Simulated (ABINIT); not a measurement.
Ga:

```
Ga
1.0
     2.77842    0.00000    0.00000
     0.00000    3.28161    0.00000
    -1.34343    0.00000    3.99027
Ga
2
Direct
  0.13460 0.75000 0.77017
  0.86540 0.25000 0.22983
```

This isn't the form of Ga at room conditions, which is orthorhombic.

| Item | Value |
| --- | --- |
| Program | ABINIT 10.8.3 (patched build) |
| Task | relaxation of cell and atoms |
| Functional | PBE |
| Dispersion | D3 |
| Potentials or basis | JTH PAW PBE v2.0 |
| Cutoff | 463 eV |
| k mesh | 6 × 5 × 5 |
| Occupations | fermi-dirac, width 0.05 eV |
| Spin | no spin polarisation |

At the start: pressure 1.3 GPa; volume 18.19 Å³/atom.

Question: How do energy, volume and symmetry change on relaxing?

Answer: Over 6 steps the energy falls by 10.1 meV/atom and the volume is 18.60 Å³/atom (+2.2 %); space group P2_1/m (No. 11, to 0.05 Å).

Step by step:
| step | energy change (eV) | largest force (eV/Å) | pressure (GPa) | volume (Å³) |
| --- | --- | --- | --- | --- |
| 1 | 0.0000 | 0.0556 | 1.31 | 36.38 |
| 2 | -0.0041 | 0.0458 | 1.11 | 36.50 |
| 3 | -0.0198 | 0.0512 | -0.40 | 37.51 |
| 4 | -0.0196 | 0.0441 | -0.29 | 37.44 |
| 5 | -0.0200 | 0.0308 | -0.09 | 37.30 |
| 6 | -0.0203 | 0.0263 | 0.06 | 37.20 |

Final structure:
```cif
data_structure
_symmetry_space_group_name_H-M 'P 1'
_symmetry_Int_Tables_number 1
_cell_length_a 2.8150
_cell_length_b 3.3720
_cell_length_c 4.1384
_cell_angle_alpha 90.000
_cell_angle_beta 108.736
_cell_angle_gamma 90.000
_cell_volume 37.20
loop_
_atom_site_label
_atom_site_type_symbol
_atom_site_fract_x
_atom_site_fract_y
_atom_site_fract_z
_atom_site_occupancy
Ga1 Ga 0.13196 0.75000 0.76980 1
Ga2 Ga 0.86804 0.25000 0.23020 1
```

Caveat: the k mesh is coarse (spacing up to 0.40 Å⁻¹), so the values aren't converged; the log and the count of SCF iterations are those of the last ABINIT call alone; pairwise dispersion overbinds metals, which lowers pressure and volume.
